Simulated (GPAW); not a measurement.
Set up this calculation in GPAW 26.7.0, as an ASE script.

```
Task                : relaxation of cell and atoms
Functional          : PBEsol
Dispersion          : D4
Potentials or basis : PAW data sets generated in the run's folder for this functional
Cutoff              : 600 eV
Basis               : pw
k mesh              : 12 × 12 × 12
Occupations         : fermi-dirac, width 0.05 eV
Spin                : no spin polarisation
Target pressure     : 5 GPa
Maxiter             : 150
Optimizer           : LBFGS
Fmax                : 0.01 eV/Å
Max steps           : 60
Target pressure     : 5 GPa
Convergence         : density=1e-05 forces=0.0001
```

The structure of Pt lies in Pt.xyz:

```xyz
1
Lattice="0.0000000000 1.9609000000 1.9609000000 1.9609000000 0.0000000000 1.9609000000 1.9609000000 1.9609000000 0.0000000000" Properties=species:S:1:pos:R:3 pbc="T T T"
Pt     0.0000000000      0.0000000000      0.0000000000
```

One way to write it, as run:

run.py

```python
from ase.calculators.mixing import SumCalculator
from ase.filters import FrechetCellFilter
from ase.io import read, write
from ase.optimize import LBFGS
from ase.units import GPa
from dftd4.ase import DFTD4
from gpaw import GPAW, PW, setup_paths

setup_paths.insert(0, '.')

atoms = read('Pt.xyz')

calc = GPAW(mode=PW(600),
            xc='PBEsol',
            kpts={'size': (12, 12, 12), 'gamma': True},
            occupations={'name': 'fermi-dirac', 'width': 0.05},
            nbands=17,
            convergence={'density': 1e-05, 'forces': 0.0001},
            maxiter=150,
            txt='gpaw.txt')
atoms.calc = SumCalculator([calc, DFTD4(method='pbesol')])
opt = LBFGS(FrechetCellFilter(atoms, scalar_pressure=5 * GPa), trajectory='relax.traj', logfile='-')
done = opt.run(fmax=0.01, steps=60)
calc.write('gs.gpw')
write('result.traj', atoms)
print('Converged:', done)
print('Cell:', atoms.cell.cellpar().round(4))
print('Volume:', round(atoms.get_volume(), 4))
print(atoms.get_scaled_positions().round(5))
```

Potentials or basis: PAW data sets generated in the run's folder for this functional, pw.

The run is started by

```console
$ gpaw-setup -f PBEsol Pt
$ OMP_NUM_THREADS=1 python run.py
```

Results of the run:

```json
{"Relaxed volume": "14.57 Å³/atom", "Relaxed cell": "a = 2.742 Å, b = 2.742 Å, c = 2.742 Å, α = 60.00°, β = 60.00°, γ = 60.00°", "Space group after relaxing (to 0.05 Å)": "Fm-3m (No. 225)", "Energy change on relaxing (the enthalpy is what falls)": "-1.0 meV/atom", "Ionic steps": "4", "Pressure after relaxing": "5.0 GPa", "Band gap on the k mesh": "none (metal or under the smearing width)", "Dispersion energy per atom": "-0.465 eV"}
```

Caveat: later steps reuse the first step's grids; pairwise dispersion overbinds metals, which lowers pressure and volume.

It took 45 s on 1 thread of Arm Neoverse V1, with other jobs on the host, peak memory 0.19 GiB.
